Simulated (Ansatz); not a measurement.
A run of Ansatz 0.2.0 is set up as follows.

The input input.yaml:

```yaml
crystal:
  lattice:
    - [0.0, 2.82891, 2.82891]
    - [2.82891, 0.0, 2.82891]
    - [2.82891, 2.82891, 0.0]
  atoms:
    - { symbol: Ge, position: [0.75, 0.75, 0.75] }
    - { symbol: Ge, position: [0.5, 0.5, 0.5] }
kpoints:
  mp_grid: { grid: [8, 8, 8] }
scf:
  occupations: { method: fermi_dirac, width: 0.05 }
hamiltonian:
  xc: pbesol
  pseudopotentials: { kind: all_electron, lapw: { basis_error: 0.001 } }
output:
  forces: true
  stress: true
  eigenvalues: true
  populations: true
```

Potentials or basis: all-electron LAPW, scalar-relativistic.

Run with:

```bash
$ ansatz run input.yaml --threads 1 --pin off --max-ram 3072MiB --backend cpu --events-out ev --progress --plain --runs-dir out
```

Task: What does it give for the band gap on the k mesh?

Result: None (metal or under the smearing width).

Task: Estimate the pressure.

Result: 0.6 GPa.

Caveat: this crystal is a semiconductor, whose small gap the functional closes, so the metal is an error of the method.

**Measured values to compare with.**

From “Electronic and optical properties of SixGe1-x-ySny alloys lattice-matched to Ge”, 2021, arxiv:2109.02782, for a bulk crystal of Ge at 300 K: band gap 0.807 eV (direct).

A measured gap of Ge is 0.807 eV (direct; 300 K; “Electronic and optical properties of SixGe1-x-ySny alloys lattice-matched to Ge”, 2021, arxiv:2109.02782); the calculated 0.00 eV misses it by -0.81 eV. 3 values of this kind are on record (0.666 to 0.807 eV); this one was drawn at random among those near their median. Spin-orbit coupling on Ge is left out. The value is that of PBEsol on a finite k mesh, which can miss the band edges, without temperature or zero-point motion. Semilocal functionals fall short of measured gaps as a rule.
